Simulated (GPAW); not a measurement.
## ZnSe (Stilleite): band structure with BLYP

**Experimental background.**

From “Alloy Disordering Effects on the Thermal Conductivity and Energy Gap Temperature Dependence of Cd1−xZnxSe Ternary Crystals Grown by the Bridgman Method”, 2023, pmc:10253836, for a bulk crystal of ZnSe at 300 K: band gap 2.695 ± 0.003 eV (an exciton energy, a little under the gap).

Crystal: ZnSe (Stilleite).

```
Se Zn
1.0
     0.00000    2.83380    2.83380
     2.83380    0.00000    2.83380
     2.83380    2.83380    0.00000
Se Zn
1 1
Direct
  0.25000 0.25000 0.25000
  0.00000 0.00000 0.00000
```

| Quantity | Value |
| --- | --- |
| Program | GPAW 26.7.0 |
| Task | band structure |
| Functional | BLYP |
| Potentials or basis | PAW data sets generated in the run's folder for this functional |
| Cutoff | 600 eV |
| Basis | pw |
| k mesh | 7 × 7 × 7 |
| Occupations | fermi-dirac, width 0.05 eV |
| Spin | spin-orbit coupling, no magnetisation |
| Eigensolver | davidson |
| Maxiter | 150 |
| Band path | GXWKGLUWLK,UX |
| Band points | 60 |
| spin axis theta (degrees) | 54.7 |
| spin axis phi (degrees) | 45 |
| Soc after scf | second variation |

```yaml
Pressure: 5.1 GPa
Band_gap_on_the_k_mesh: 1.11 eV, direct
Band_gap_along_the_path: 1.11 eV, direct
```

Levels at the corners of the path, in eV from the valence-band top:
```
point  band 16  band 17  band 18  band 19  band 20  band 21
    Γ     0.00     0.00     0.00     1.11     1.11     5.62
    X    -2.38    -2.20    -2.20     3.01     3.01     3.36
    W    -2.78    -2.73    -2.71     5.22     5.43     5.49
    K    -3.11    -1.90    -1.90     3.53     3.54     5.44
    Γ     0.00     0.00     0.00     1.11     1.11     5.62
    L    -1.12    -0.87    -0.87     2.40     2.40     6.30
    U    -3.11    -1.90    -1.90     3.53     3.54     5.44
    W    -2.78    -2.73    -2.71     5.22     5.43     5.49
    L    -1.12    -0.87    -0.87     2.40     2.40     6.30
    K    -3.11    -1.90    -1.90     3.53     3.54     5.44
    U    -3.11    -1.90    -1.90     3.53     3.54     5.44
    X    -2.38    -2.20    -2.20     3.01     3.01     3.36
```

It took 64 s on 1 thread of Arm Neoverse V1 (shared host), peak memory 0.26 GiB.

A measured gap of ZnSe is 2.695 eV (an exciton energy, a little under the gap; 300 K; “Alloy Disordering Effects on the Thermal Conductivity and Energy Gap Temperature Dependence of Cd1−xZnxSe Ternary Crystals Grown by the Bridgman Method”, 2023, pmc:10253836); the calculated 1.11 eV misses it by -1.58 eV. So large a miss can be the level of theory's own, or it may mean another phase, state or a wrong row. The value is that of BLYP, without temperature or zero-point motion. Semilocal functionals fall short of measured gaps as a rule.

Caveat: spin-orbit coupling was added after a scalar SCF, so levels and gaps hold it while energy, forces, pressure and moments don't; this program's spin-orbit splittings come out too wide for heavy elements.
